For each metal the table gives the average energy of its d states measured from its own Fermi level (the centre), their spread about that average (the rms width), the share of them that is filled, and the volume per atom. The three d columns count only states between −8 and 5.8 eV from the Fermi level. None of these metals is fcc in its normal bulk phase; the shared structure serves to compare them.

Six elemental metals in the fcc structure at their relaxed volumes, computed with Ansatz 0.2.0 using scalar-relativistic HSE06 and plane-wave PAW, without spin polarization. The plane-wave cutoff is 420 eV (600 eV for Tc), the k mesh 8×8×8 (10×10×10 for Tc, Re and Os) and the Gaussian smearing 0.05 eV.

| element | Z | group | period | centre of the d states (eV) | rms width of the d states (eV) | filled share of the d states | volume (Å³/atom) |
| --- | --- | --- | --- | --- | --- | --- | --- |
| Y | 39 | 3 | 5 | 2.07 | 2.36 | 0.23 | 33.12 |
| Tc | 43 | 7 | 5 | -1.28 | 3.19 | 0.62 | 14.05 |
| Cd | 48 | 12 | 5 | n/a | n/a | n/a | 22.37 |
| Ta | 73 | 5 | 6 | 0.43 | 3.19 | 0.47 | 18.78 |
| Re | 75 | 7 | 6 | -1.40 | 3.74 | 0.62 | 14.57 |
| Os | 76 | 8 | 6 | -2.23 | 3.53 | 0.70 | 13.88 |

**Y and Tc: why is the centre positive in one and negative in the other?**

Take the two limits first. An empty d band lies wholly above the Fermi level, so its centre is positive; a full one lies wholly below, so its centre is negative. In between, electrons fill the band from the bottom, and the Fermi level passes the centre when the band is about half full. Y has filled about a quarter of its d states and Tc more than half, which puts them on opposite sides of that crossing.

**Y and Tc again: can the centre be estimated from the other two d columns?**

Picture the band as a box with equally many states at every energy. If its full width is W and a share f is filled, the Fermi level stands at fW above the bottom and the centre at W/2, so the centre lies at W(½ − f) from the Fermi level. The full width of a box is √12, about 3.46, times its rms width. For Tc this gives W = 3.46 × 3.19 ≈ 11 eV and a centre at 11 × (0.50 − 0.62) ≈ −1.3 eV, as in the table.

The formula has no adjustable constant, so each of the five rows with a d centre tests it. It comes within about 0.2 eV everywhere and does worst for Os. A half-ellipse, with more states in the middle of the band, does somewhat better overall, chiefly for Y, Re and Os; the output below compares both shapes. The test covers only the part of the band inside the energy window, a limit that matters for Ta.

**Cd: does "n/a" mean that there are no d electrons?**

It means nearly the opposite. The electron count of the same calculation puts 9.99 electrons in the d shell of Cd, which is full. A partly filled band must straddle the Fermi level, but a full one is free to sink below it. In Cd it has presumably sunk below the window's lower edge at −8 eV; measurements also find it deeper than that.

**Ta: is its d band really as wide as that of Tc?**

The two printed widths agree, but the bands do not. At the zone-boundary point X, the highest pair of d levels in Ta lies 7.2 eV above the Fermi level, beyond the window's top at 5.8 eV. The same pair lies inside the window in Tc. From the lowest band level at X up to this pair, the span is 12.3 eV in Ta and 11.0 eV in Tc.

Cutting off the top of a band makes it look too narrow, too low and too full. The average of the five d levels at the zone centre, a rough guide to the centre of the whole band, shows how much this matters: it lies 1.6 eV above the printed centre in Ta, but only 0.3 eV above it in Tc and 0.5 eV in Re. The true centre of Ta is therefore higher than printed, by something of the order of 1 eV. The box formula still works for Ta, because all three d columns describe the same truncated band. Y, with even fewer d electrons, is probably cut as well.

**Re: why is its band wider than that of Tc, in the same group?**

A band is wide when orbitals on neighbouring atoms overlap strongly. Re has a 4% larger volume than Tc, which by itself should weaken the overlap, yet its rms width is 17% larger. The levels at X show a similar excess. The standard explanation is that 5d orbitals reach further out than 4d orbitals and overlap more even at a slightly longer distance. Hybrid functionals such as this one tend to make d bands of metals too wide, so the comparison deserves more trust than either width alone.

**Re: which digits hold, and what would spin-orbit coupling change?**

The centres of Re and Tc differ by 0.12 eV, and that difference should not be interpreted. The mesh is coarse for a metal, and the lowest d states of Re reach the window's lower edge, so the second decimal of its centre means little and even the first is uncertain.

Spin-orbit coupling, which is left out here, would split individual levels by some tenths of an electronvolt. It would hardly change the rms width, because its spread adds to that of the band as a sum of squares. With a rough coupling strength of 0.3 eV, the width of Re grows by only about 0.02 eV.

**Os: what does one more electron do?**

Most of the extra electron enters the d band, and the Fermi level has to climb within the band to make room for it. Seen from the Fermi level, the centre sinks. The filled share rises by 0.08 from Re to Os; in a box about 13 eV wide this is a climb of 0.08 × 13 ≈ 1.0 eV, against 0.83 eV in the table. The d band of Re already reaches down to about −8 eV, so the bottom of the Os band has probably dropped out of the window. That would make both the printed width of Os and the shift of its centre too small. For a neighbouring metal with a partly filled d band, the same picture, with the width held fixed, suggests a shift of at most about a tenth of the full width per added electron.

**The volume column: does the filling of the d band also set the size of the atom?**

It does so in part. The lower half of a d band binds the atoms together and the upper half pushes them apart, so the d contribution to the binding vanishes for an empty or a full band and is strongest near half filling. In the box picture its strength follows f(1 − f). This fits the large volumes of Y, with few d electrons, and of Cd, with a full shell, beside the compact Tc, Re and Os.

Filling alone fails in the finer comparisons. It would make Cd the largest of the six, but Y is larger. Ta and Re have nearly the same f(1 − f) by their electron counts, yet Ta takes up 29% more volume. Os should bind less than Re and is nevertheless about 5% smaller.

In each of these pairs the metal with the higher nuclear charge is the smaller one. That fits a second, well-established effect: along a period the growing nuclear charge pulls the orbitals inward, so the atoms settle at shorter distances. The table does not separate this contraction from the bonding, but the two together fit the order of the volumes within each period. On this reading, both shrink the atom early in the period; past half filling they compete, and from Re to Os contraction still wins, whereas at Cd the loss of d bonding has made the atom larger than Tc.

Output of the analysis:

```
Band shapes against the table:
  row  filled share  share from rectangle  share from half-ellipse  centre from rectangle in eV  its miss in eV
    Y          0.23                0.2468                     0.23                        2.207          0.1373
   Tc          0.62                0.6158                   0.6269                       -1.326        -0.04606
   Ta          0.47                0.4611                   0.4571                       0.3315        -0.09849
   Re          0.62                0.6081                   0.6185                       -1.555         -0.1547
   Os           0.7                0.6824                   0.6977                       -2.446         -0.2157
d electron count and volume:
  row  d electrons over ten  rough number of d states outside window  product f(1-f)  volume in cubic angstrom
    Y                0.2107                                   0.8409          0.1663                     33.12
   Tc                0.6045                                   0.2495          0.2391                     14.05
   Cd                0.9987                                      n/a        0.001318                     22.37
   Ta                0.3995                                      1.5          0.2399                     18.78
   Re                0.5934                                    0.429          0.2413                     14.57
   Os                0.6892                                   0.1539          0.2142                     13.88
largest miss of the filled share, rectangle: 0.01764
largest miss of the filled share, half-ellipse: 0.01287
shift of the Re centre from rounding the share by 0.005, rectangle, in eV: 0.06478
mean d level at zone centre less printed centre, Tc, in eV: 0.2926
mean d level at zone centre less printed centre, Re, in eV: 0.4978
mean d level at zone centre less printed centre, Ta, in eV: 1.621
rough rise of the Ta centre if the missing d states lay at 7.16 eV, in eV: 1.009
span from lowest level to upper d pair at X, Tc, in eV: 11
span from lowest level to upper d pair at X, Re, in eV: 13.14
span from lowest level to upper d pair at X, Ta, in eV: 12.27
ratio of rms widths, Re to Tc: 1.172
ratio of spans at X, Re to Tc: 1.194
ratio of volumes, Re to Tc: 1.037
centre of Re less centre of Tc, in eV: -0.12
centre of Os less centre of Re, in eV: -0.83
ratio of volumes, Ta to Re: 1.289
change of volume from Re to Os, in percent: -4.736
growth of the Re rms width by spin-orbit coupling of roughly 0.3 eV, in eV: 0.018
```
